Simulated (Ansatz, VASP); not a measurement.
NiO2: VASP beside Ansatz

POSCAR

```
NiO2
1.0
    2.7452655544      0.0000000000      0.0000000000
   -1.3726327772      2.3774697102      0.0000000000
    0.0000000000      0.0000000000      4.4288403101
Ni O
1 2
Direct
    0.0000000000      0.0000000000      0.5000000000
    0.6666666667      0.3333333333      0.7098155145
    0.3333333333      0.6666666667      0.2901844855
```

Contents of INCAR.step1:

```
ALGO = Normal ; EDIFF = 1E-4
ENCUT = 600 ; GGA = PE
ISMEAR = 0 ; LASPH = True
LCHARG = False ; LREAL = False
LWAVE = True ; NELM = 100
PREC = Accurate ; SIGMA = 0.02
```

The input INCAR.step2:

```
ALGO = Normal ; EDIFF = 1E-6
EDIFFG = -0.01 ; ENCUT = 600
IBRION = 2 ; ISIF = 4
ISMEAR = 0 ; ISTART = 1
LASPH = True ; LCHARG = False
LMIXTAU = True ; LREAL = False
LWAVE = False ; METAGGA = R2SCAN
NELM = 100 ; NSW = 50
PREC = Accurate ; SIGMA = 0.02
```

Contents of KPOINTS:

```
k-points
0
Gamma
  12 12 6
```

Input for Ansatz:

```yaml
crystal:
  lattice:
    - [2.7452655544, 0.0, 0.0]
    - [-1.3726327772, 2.3774697102, 0.0]
    - [0.0, 0.0, 4.4288403101]
  atoms:
    - { symbol: Ni, position: [0.0, 0.0, 0.5] }
    - { symbol: O, position: [0.6666666667, 0.3333333333, 0.7098155145] }
    - { symbol: O, position: [0.3333333333, 0.6666666667, 0.2901844855] }
basis:
  ecutwfc: 500
kpoints:
  mp_grid: { grid: [12, 12, 6] }
hamiltonian:
  xc: r2scan
scf:
  occupations: { method: gaussian, width: 0.02 }
output:
  forces: true
  stress: true
  eigenvalues: true
relax:
  adjacent_minimum: "off"
  f_tol: 0.01
  max_steps: 30
  cell: { stress_tol: 0.1, fix: [volume] }
```

Alike in both runs: task relaxation of shape and atoms at fixed volume; functional r2SCAN; k mesh 12 × 12 × 6; occupations gaussian, width 0.02 eV; no spin polarisation.

|  | VASP | Ansatz |
| --- | --- | --- |
| version | VASP 6.6.1 | Ansatz 0.2.0 |
| potentials or method | VASP PAW PBE potentials, release 64 (Ni, O) | scalar-relativistic, plane waves, PAW |
| plane-wave cutoff (eV) | 600 | 500 |
| valence electrons in the cell | 22 | 30 |

```tsv
	VASP	Ansatz	Ansatz less VASP
gap on the k mesh at the Fermi level, each at its own relaxed structure (eV)	1.26	1.36	+0.096
relaxed volume (Å³/atom)	9.64	9.64	0.000
relaxed cell length with the largest relative difference (Å)	4.326	4.348	+0.0215
energy change over the relaxation (meV/atom)	-10	-6	+4.0
```

The two sets of potentials don't hold the same shells in valence.

Caveats: the PAW data sets were made with another functional, which shifts forces and pressure a little (VASP). Spin polarisation is off, so any magnetic state and its effect on volume and gap are missing. A k mesh can miss the band edges.
